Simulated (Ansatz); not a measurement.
The system is Te2Mo.

```
Te Mo
1.0
     6.33000    0.00000    0.00000
     0.00000    3.46900    0.00000
    -0.94679    0.00000   13.82762
Te Mo
8 4
Direct
  0.94370 0.75000 0.60450
  0.05630 0.25000 0.39550
  0.90300 0.25000 0.85140
  0.09700 0.75000 0.14860
  0.41120 0.75000 0.89550
  0.58880 0.25000 0.10450
  0.44320 0.25000 0.64840
  0.55680 0.75000 0.35160
  0.81670 0.75000 0.99260
  0.18330 0.25000 0.00740
  0.68190 0.25000 0.49340
  0.31810 0.75000 0.50660
```

| Quantity | Value |
| --- | --- |
| Program | Ansatz 0.2.0 |
| Task | relaxation of cell and atoms |
| Functional | r2SCAN |
| Potentials or basis | Ansatz PAW |
| Cutoff | 500 eV (not typed: the program's choice for these potentials) |
| k mesh | 4 × 8 × 2 |
| Occupations | fermi-dirac, width 0.05 eV |
| Spin | no spin polarisation |

At the start: volume 25.30 Å³/atom.

**Question.** Where does the relaxation end?

**Answer.** It ends after 8 steps and the volume is 27.56 Å³/atom (+8.9 %); space group P2_1/m (No. 11, to 0.05 Å).

Step by step:
| step | energy change (eV) | largest force (eV/Å) | volume (Å³) |
| --- | --- | --- | --- |
| 1 | 0.0000 | 0.3034 | 303.64 |
| 2 | -0.1219 | 0.0774 | 318.16 |
| 3 | -0.1387 | 0.0629 | 322.20 |
| 4 | -0.1556 | 0.0737 | 328.41 |
| 5 | -0.1575 | 0.0301 | 330.86 |
| 6 | -0.1585 | 0.0473 | 330.36 |
| 7 | -0.1591 | 0.0025 | 330.78 |
| 8 | -0.1660 | 0.0025 | 330.78 |

Final structure:
```
Te Mo
1.0
     6.36279    0.00000    0.07647
     0.00000    3.48699    0.00000
    -0.78465    0.00000   14.89924
Te Mo
8 4
Direct
  0.93820 0.75000 0.59830
  0.06180 0.25000 0.40170
  0.90690 0.25000 0.86259
  0.09310 0.75000 0.13741
  0.41911 0.75000 0.90173
  0.58089 0.25000 0.09827
  0.43220 0.25000 0.63735
  0.56780 0.75000 0.36265
  0.81858 0.75000 0.99376
  0.18142 0.25000 0.00624
  0.68026 0.25000 0.49391
  0.31974 0.75000 0.50609
```

Caveat: the plane-wave basis is chosen anew once the cell has moved, so the energies of steps on either side of that aren't comparable; the PAW data sets come from PBE, with cores solved anew for the run's functional, which leaves a small shift of forces and pressure.
